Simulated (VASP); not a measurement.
## Lattice of KCl (Sylvite) across functionals and dispersion corrections

Which functional gives the lattice of KCl (Sylvite) as experiment finds it, and is a dearer one worth its cost? The levels: PBE, LDA, r2SCAN and PBE + D3(BJ). LASPH is on for some levels and off for others; the table marks which. The start is a cell from a database of measured crystal structures.

Program: VASP 6.6.1. Level of theory: PBE; plane waves and PAW (K_sv, Cl), in the first sound run; inputs show where later runs differ. Results are calculated unless marked as measured.

## (1) The structure

Before any relaxation, the start is as follows. It takes space group Fm-3m (No. 225, cubic). The conventional cell has a = 6.288 Å, b = 6.288 Å, c = 6.288 Å, α = 90.00°, β = 90.00°, γ = 90.00°. Nearest to K lie 6 Cl at 3.14 Å. Nearest to Cl lie 6 K at 3.14 Å. Farther neighbours and most contacts between anions are not listed.

Coordinates:

```
K Cl
1.0
     0.00000    3.14395    3.14395
     3.14395    0.00000    3.14395
     3.14395    3.14395    0.00000
K Cl
1 1
Direct
  0.00000 0.00000 0.00000
  0.50000 0.50000 0.50000
```

## (2) Relaxation with PBE

The start need not lie at this functional's minimum. ISIF = 3 frees volume, shape and positions, and EDIFFG sets the threshold on forces and stress at which the search stops. PBE, the usual starting point, adds the gradient of the density.

Input file INCAR:

```
SYSTEM = KCl
PREC = Accurate
ENCUT = 520
EDIFF = 1E-06
NELM = 100
ISMEAR = -1
SIGMA = 0.05
LREAL = .FALSE.
ALGO = Normal
GGA = PE
NBANDS = 14
LORBIT = 11
LWAVE = .FALSE.
LCHARG = .FALSE.
KPAR = 2
IBRION = 2
NSW = 60
ISIF = 3
EDIFFG = -0.01
```

Input file POSCAR:

```
KCl
1.0
    0.0000000000      3.1439500000      3.1439500000
    3.1439500000      0.0000000000      3.1439500000
    3.1439500000      3.1439500000      0.0000000000
K Cl
1 1
Direct
    0.0000000000      0.0000000000      0.0000000000
    0.5000000000      0.5000000000      0.5000000000
```

Input file KPOINTS:

```
Automatic mesh
0
Gamma
5 5 5
0 0 0
```

Potentials, in the order of the species: K_sv and Cl (PBE family, release 64).

Launch:

```
$ mpirun -np 2 vasp_std
```

The log of the run:

```text
[banner, memory and clock lines left out]
running    2 mpi-ranks, on    1 nodes
 distrk:  each k-point on    1 cores,    2 groups
 distr:  one band on    1 cores,    1 groups

 POSCAR found type information on POSCAR K Cl
 POSCAR found :  2 types and       2 ions
 LDA part: xc-table for (Slater+PW92), standard interpolation
 POSCAR, INCAR and KPOINTS ok, starting setup
 FFT: planning ... GRIDC
 FFT: planning ... GRID_SOFT
 FFT: planning ... GRID
 WAVECAR not read
 entering main loop
       N       E                     dE             d eps       ncg     rms          rms(c)
DAV:   1     0.110123209200E+03    0.11012E+03   -0.70839E+03   280   0.101E+03
DAV:   2     0.144533054602E+00   -0.10998E+03   -0.99771E+02   378   0.260E+02
DAV:   3    -0.686689726703E+01   -0.70114E+01   -0.69590E+01   358   0.581E+01
DAV:   4    -0.709261940139E+01   -0.22572E+00   -0.22561E+00   450   0.100E+01
DAV:   5    -0.709381036327E+01   -0.11910E-02   -0.11909E-02   346   0.787E-01    0.334E+00
DAV:   6    -0.680439985682E+01    0.28941E+00   -0.45993E-01   334   0.349E+00    0.274E+00
DAV:   7    -0.678920078780E+01    0.15199E-01   -0.11215E-01   370   0.193E+00    0.157E+00
DAV:   8    -0.680161871121E+01   -0.12418E-01   -0.19934E-02   350   0.104E+00    0.168E-01
DAV:   9    -0.680246298716E+01   -0.84428E-03   -0.95139E-04   364   0.203E-01    0.103E-01
DAV:  10    -0.680307080407E+01   -0.60782E-03   -0.64140E-04   304   0.167E-01    0.224E-02
DAV:  11    -0.680307706282E+01   -0.62588E-05   -0.22186E-05   396   0.273E-02    0.100E-02
DAV:  12    -0.680308031656E+01   -0.32537E-05   -0.46084E-06   310   0.144E-02    0.632E-03
DAV:  13    -0.680308034664E+01   -0.30071E-07   -0.39615E-07   254   0.478E-03
   1 F= -.68030803E+01 E0= -.68030803E+01  d E =-.680308E+01
 curvature:   0.00 expect dE= 0.000E+00 dE for cont linesearch  0.000E+00
 trial: gam= 0.00000 g(F)=  0.148E-59 g(S)=  0.742E-02 ort = 0.000E+00 (trialstep = 0.100E+01)
 search vector abs. value=  0.742E-02
 bond charge predicted
       N       E                     dE             d eps       ncg     rms          rms(c)
DAV:   1    -0.686406089135E+01   -0.60981E-01   -0.11928E+00   334   0.965E+00    0.162E+00
DAV:   2    -0.681835886746E+01    0.45702E-01   -0.10942E-01   368   0.265E+00    0.585E-01
DAV:   3    -0.680832154847E+01    0.10037E-01   -0.28075E-02   506   0.124E+00    0.457E-01
DAV:   4    -0.680840722269E+01   -0.85674E-04   -0.99560E-04   538   0.180E-01    0.227E-01
DAV:   5    -0.680853107611E+01   -0.12385E-03   -0.11497E-03   502   0.163E-01    0.452E-02
DAV:   6    -0.680850881071E+01    0.22265E-04   -0.45863E-05   512   0.548E-02    0.174E-02
DAV:   7    -0.680850945686E+01   -0.64615E-06   -0.43576E-06   330   0.993E-03
   2 F= -.68085095E+01 E0= -.68085095E+01  d E =-.542911E-02
[...]
3 F= -.68099333E+01 E0= -.68099333E+01  d E =-.685296E-02
 curvature:  -0.85 expect dE=-0.121E-03 dE for cont linesearch -0.121E-03
 ZBRENT: extrapolating
 opt :   1.9050  next Energy=    -6.810081 (dE=-0.700E-02)
 bond charge predicted
       N       E                     dE             d eps       ncg     rms          rms(c)
DAV:   1    -0.681462584713E+01   -0.46928E-02   -0.98149E-02   334   0.276E+00    0.452E-01
DAV:   2    -0.681090507546E+01    0.37208E-02   -0.89832E-03   362   0.756E-01    0.162E-01
DAV:   3    -0.681011725176E+01    0.78782E-03   -0.23225E-03   500   0.356E-01    0.123E-01
DAV:   4    -0.681012050731E+01   -0.32555E-05   -0.76439E-05   538   0.498E-02    0.625E-02
DAV:   5    -0.681012366244E+01   -0.31551E-05   -0.87621E-05   508   0.444E-02    0.108E-02
DAV:   6    -0.681012240418E+01    0.12583E-05   -0.28795E-06   418   0.148E-02    0.508E-03
DAV:   7    -0.681012249360E+01   -0.89421E-07   -0.48287E-07   208   0.307E-03
   4 F= -.68101225E+01 E0= -.68101225E+01  d E =-.704215E-02
 curvature:  -1.04 expect dE=-0.684E-06 dE for cont linesearch -0.684E-06
 trial: gam=-0.00932 g(F)=  0.173E-60 g(S)=  0.657E-06 ort = 0.698E-04 (trialstep = 0.118E+01)
 search vector abs. value=  0.158E-09
 reached required accuracy - stopping structural energy minimisation
```

Wall time 19 s (2 MPI ranks of AMD EPYC 7R43, shared host); peak memory 0.35 GiB; 38 s of CPU time.

Lines that name or quote the potential files are left out of all logs, and their timing lines are given in words.

OUTCAR, selected parts (step 2):

```text
ion  position               nearest neighbor table
   1  0.000  0.000  0.000-   2 3.14   2 3.14   2 3.14   2 3.14   2 3.14   2 3.14
   2  0.500  0.500  0.500-   1 3.14   1 3.14   1 3.14   1 3.14   1 3.14   1 3.14

  LATTYP: Found a face centered cubic cell.
 ALAT       =     6.2879000000

 Subroutine GETGRP returns: Found 48 space group operations
 (whereof 48 operations were pure point group operations)

The static configuration has the point symmetry O_h .

 Found     10 irreducible k-points:

   k-points           NKPTS =     10   k-points in BZ     NKDIM =     10   number of bands    NBANDS=     14

   dimension x,y,z NGX =    36 NGY =   36 NGZ =   36
   dimension x,y,z NGXF=    72 NGYF=   72 NGZF=   72

   ENCUT  =  520.0 eV  38.22 Ry    6.18 a.u.   8.27  8.27  8.27*2*pi/ulx,y,z

   NELECT =      16.0000    total number of electrons

 k-points in reciprocal lattice and weights: Automatic mesh
   0.00000000  0.00000000  0.00000000       0.008
   0.20000000  0.00000000  0.00000000       0.064
   0.40000000  0.00000000  0.00000000       0.064
   0.20000000  0.20000000  0.00000000       0.048
   0.40000000  0.20000000  0.00000000       0.192
  -0.40000000  0.20000000  0.00000000       0.192
  -0.20000000  0.20000000  0.00000000       0.096
   0.40000000  0.40000000  0.00000000       0.048
  -0.40000000  0.40000000  0.00000000       0.096
  -0.40000000  0.40000000  0.20000000       0.192

 average (electrostatic) potential at core
       1 -36.5746       2 -94.5106

 E-fermi :  -0.8680

 k-point     1 :       0.0000    0.0000    0.0000
  band No.  band energies     occupation
    ...
      4     -12.7621      2.00000
      5     -12.7621      2.00000
      6      -2.0015      2.00000
      7      -2.0015      2.00000
      8      -2.0015      2.00000
      9       3.0451      0.00000
     10       6.3524      0.00000
     11       6.3524      0.00000
     12       6.3524      0.00000
     13       7.2066      0.00000
    ...

 k-point     2 :       0.2000    0.0000    0.0000
  band No.  band energies     occupation
    ...
      4     -12.7650      2.00000
      5     -12.6809      2.00000
      6      -2.3951      2.00000
      7      -2.1072      2.00000
      8      -2.1072      2.00000
      9       3.8888      0.00000
     10       6.1372      0.00000
     11       6.8223      0.00000
     12       6.8223      0.00000
     13       7.6983      0.00000
    ...

 k-point     3 :       0.4000    0.0000    0.0000
  band No.  band energies     occupation
    ...
      4     -12.7698      2.00000
      5     -12.5617      2.00000
      6      -2.9079      2.00000
      7      -2.2682      2.00000
      8      -2.2682      2.00000
      9       5.2508      0.00000
     10       6.3020      0.00000
     11       8.0065      0.00000
     12       8.0065      0.00000
     13       8.8277      0.00000
    ...

  Total        0.0030126      0.0030126      0.0030126      0.0000000      0.0000000      0.0000000
  in kB        0.0743294      0.0743294      0.0743294      0.0000000      0.0000000      0.0000000
  external PRESSURE =       0.0743294 kB  Pullay stress =       0.0000000 kB

  energy-cutoff  :      520.00
  volume of cell :       64.94
      direct lattice vectors                 reciprocal lattice vectors
     0.000000000  3.190214683  3.190214683    -0.156729264  0.156729264  0.156729264
     3.190214683  0.000000000  3.190214683     0.156729264 -0.156729264  0.156729264
     3.190214683  3.190214683  0.000000000     0.156729264  0.156729264 -0.156729264

 POSITION                                       TOTAL-FORCE (eV/Angst)
 -----------------------------------------------------------------------------------
      3.19021      3.19021      0.00000        -0.000000     -0.000000      0.000000
      3.19021      3.19021      3.19021         0.000000      0.000000     -0.000000
 -----------------------------------------------------------------------------------
    total drift:                                0.000000      0.000000      0.000000

  FREE ENERGIE OF THE ION-ELECTRON SYSTEM (eV)
  ---------------------------------------------------
  free  energy   TOTEN  =        -6.8101224936 eV

  energy  without entropy=       -6.8101224936  energy(sigma->0) =       -6.81012249

 reached required accuracy - stopping structural energy minimisation

 total charge
# of ion       s       p       d       tot
------------------------------------------
    1        1.956   5.581   0.022   7.559
    2        1.588   3.565   0.000   5.153
--------------------------------------------------
tot          3.544   9.146   0.022  12.713

[... 3 further parts left out ...]
```

The gap is read on the k-mesh alone, so it is an upper bound where the band edges lie off the mesh. The run keeps the 48 symmetry operations of its start, so it cannot find a distortion of lower symmetry.

Relaxation path:

```tsv
step	energy less that of the first step (eV)	largest force (eV/Å)	pressure (GPa)	volume (Å³)
1	0.0000	0.0000	0.83	62.15
2	-0.0054	0.0000	0.35	63.60
3	-0.0069	0.0000	0.11	64.51
4	-0.0070	0.0000	0.01	64.94
```

```tsv
conventional cell, symmetrised	before	after	change
a (Å)	6.288	6.380	+1.5 %
b (Å)	6.288	6.380	+1.5 %
c (Å)	6.288	6.380	+1.5 %
volume (Å³/atom)	31.08	32.47	+4.5 %
```

Final coordinates:

```cif
data_structure
_symmetry_space_group_name_H-M 'P 1'
_symmetry_Int_Tables_number 1
_cell_length_a 4.5116
_cell_length_b 4.5116
_cell_length_c 4.5116
_cell_angle_alpha 60.000
_cell_angle_beta 60.000
_cell_angle_gamma 60.000
_cell_volume 64.94
loop_
_atom_site_label
_atom_site_type_symbol
_atom_site_fract_x
_atom_site_fract_y
_atom_site_fract_z
_atom_site_occupancy
K1 K 0.00000 0.00000 0.00000 1
Cl2 Cl 0.50000 0.50000 0.50000 1
```

Numbers from this step:

```
electrons                       : 16
bands                           : 14
irreducible k-points            : 10
symmetry operations             : 48
free energy (TOTEN)             : -6.810 eV
Fermi energy                    : -0.868 eV
pressure                        : 0.007433 GPa
metallic                        : no
valence top at k                : 0, 0, 0
conduction bottom at k          : 0, 0, 0
least direct gap at k           : 0, 0, 0
SCF cycles over all ionic steps : 34
gap on the k-mesh               : 5.047 eV
least direct gap on the k-mesh  : 5.047 eV
```

It ends with forces that vanish by symmetry and a pressure of 0.01 GPa. The volume lies +4.5 % from that of the database's start. The conventional cell has a = 6.380 Å.

(Part 1 of 2 ends here.)

[Lines on the potential files, build, host, timing and source positions are cut from VASP's logs without a mark.]

[Logs are printed without paths, hosts, clocks, repeated set-up lines and the standing remarks that a program may print on its own settings, such as how far it seeks lower states.]

[Hosts, paths, dates, database ids (printed as entryN), source tags and the programs' standing remarks are cut or masked in the printed files.]

[A measured line is paired with the nearest computed mode of its activity, which favours agreement.]
